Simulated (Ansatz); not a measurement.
# HfN: a closer look at a trial structure

This session takes a relaxed cell of HfN and sets out to compute bands, density of states and charges.

Program: Ansatz 0.2.0. Level of theory: DFT PBE, scalar-relativistic, plane waves, PAW. These are calculated values, not measurements.

1 further run of the same task is left out (set aside as unsound or not needed).

### Step 1. The starting structure

The structure is cubic, space group Pm-3m (No. 221). Conventional cell: a = 2.825 Å, b = 2.825 Å, c = 2.825 Å, α = 90.00°, β = 90.00°, γ = 90.00°. Hf (site symmetry m-3m) has 8 N at 2.45 Å as nearest neighbours. N (site symmetry m-3m) is surrounded by 8 Hf at 2.45 Å.

Coordinates:

```
CELL_PARAMETERS angstrom
2.82503 0.00000 0.00000
0.00000 2.82503 0.00000
0.00000 0.00000 2.82503
ATOMIC_POSITIONS crystal
Hf 0.00000 0.00000 0.00000
N 0.50000 0.50000 0.50000
```

It is the end of an earlier relaxation with the same method, from a generated guess; it is a trial structure. At a tolerance of 0.05 Å it has space group Pm-3m (No. 221); it has 11.27 Å³/atom, an uncorrected energy of -0.67 eV/atom over the elements.

### Step 2. Electronic structure at the relaxed geometry

Input file input.yaml:

```yaml
crystal:
  lattice:
    - [2.8250259194, 0.0, 0.0]
    - [0.0, 2.8250259194, 0.0]
    - [0.0, 0.0, 2.8250259194]
  atoms:
    - { symbol: Hf, position: [0.0, 0.0, 0.0] }
    - { symbol: "N", position: [0.5, 0.5, 0.5] }
basis:
  ecutwfc: 420
kpoints:
  mp_grid: { grid: [20, 20, 20] }
  band_path:
    path:
      - [[0.0, 0.0, 0.0], [0.0, 0.5, 0.0], [0.5, 0.5, 0.0], [0.0, 0.0, 0.0], [0.5, 0.5, 0.5], [0.0, 0.5, 0.0]]
      - [[0.5, 0.5, 0.5], [0.5, 0.5, 0.0]]
    npoints: 14
hamiltonian:
  xc: pbe
scf:
  occupations: { method: gaussian, width: 0.1 }
  n_extra_bands: 6
output:
  forces: true
  stress: true
  eigenvalues: true
  populations: true
  dos: { projected: true, de: 0.02, nscf_kmesh: { grid: [24, 24, 24] } }
  bader: true
  write_density: true
  write_potential: true
  elf: true
  volumetric_format: npy
```

Run with:

```sh
ansatz run input.yaml --threads 1 --pin off --max-ram 2560MiB --backend cpu --events-out ev --progress --plain --runs-dir out
```

What does the calculation give? Wanted: gap; states at the Fermi level; Bader charges.

The runs gave:

| quantity | value |
| --- | --- |
| gap | none (metal) |
| states at the Fermi level | 1.15 per eV per cell |
| Bader charges | Hf +1.70, N -1.70 e |

In words: It comes out metallic. Of the projected weight within 0.25 eV of the Fermi level, the largest part is Hf 5d (86 %). Bader charges reach 1.7 e, so charge transfer in this metal is strong. These runs have no spin-orbit coupling; with Hf it would split and shift bands. The final runs have no spin polarisation, so no magnetic state was tried and one may lie lower.
